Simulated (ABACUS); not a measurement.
Write the native input for ABACUS 3.10.1 that does the following.

```yaml
Task: single point
Functional: PBE
Potentials_or_basis: PseudoDojo NC SR 0.4.1 PBE standard
Cutoff: 1102 eV
Density_cutoff: 4408 eV
Basis: plane waves
k_mesh: 10 × 8 × 7
Occupations: fermi-dirac, width 0.05 eV
Spin: no spin polarisation
Radial_cutoff_of_the_potentials_pseudo_rcut: 10 bohr
SCF_threshold_on_the_density: 1e-08
Max_SCF_steps: 100
Eigensolver: dav
Mixing: broyden
Mixing_share: 0.7
Symmetry_key: 1
Bands: 17
```

The system is Ga.

```
CELL_PARAMETERS angstrom
2.77842 0.00000 0.00000
0.00000 3.28161 0.00000
-1.34343 0.00000 3.99027
ATOMIC_POSITIONS crystal
Ga 0.13136 0.74760 0.76723
Ga 0.85768 0.25727 0.22752
```

This isn't the form of Ga at room conditions, which is orthorhombic.

The cell isn't the ideal one: atoms moved at random, drawn with an rms of 0.05 Å.

One way to write it, as run:

INPUT

```
INPUT_PARAMETERS
suffix              Ga
calculation         scf
basis_type          pw
pseudo_dir          ./
symmetry            1
dft_functional      pbe
ecutwfc             81
pseudo_rcut         10
nspin               1
nbands              17
ks_solver           dav
smearing_method     fd
smearing_sigma      0.00367493
scf_thr             1e-08
scf_nmax            100
mixing_type         broyden
mixing_beta         0.7
cal_force           1
cal_stress          1
kpar                4
```

STRU

```
ATOMIC_SPECIES
Ga 69.7230 Ga.upf

LATTICE_CONSTANT
1.8897261246

LATTICE_VECTORS
2.7784220849 0.0000000000 0.0000000000
0.0000000000 3.2816087900 0.0000000000
-1.3434310986 0.0000000000 3.9902731763

ATOMIC_POSITIONS
Direct

Ga
0.0
2
0.1313560000 0.7476030000 0.7672330000 1 1 1
0.8576800000 0.2572700000 0.2275200000 1 1 1
```

KPT

```
K_POINTS
0
Gamma
10 8 7 0 0 0
```

Potentials or basis: PseudoDojo NC SR 0.4.1 PBE standard, plane waves.

Command:

```console
$ OMP_NUM_THREADS=1 mpirun -np 4 abacus > log
```

It gave:

```
Pressure               : 3.1 GPa
Largest force          : 0.097 eV/Å
Band gap on the k mesh : none (metal or under the smearing width)
```

It took 71 s on 4 MPI ranks on Intel(R) Xeon(R) Platinum 8259CL CPU @ 2.50GHz (Skylake/Cascade Lake) (shared host), peak memory 0.52 GiB a rank.
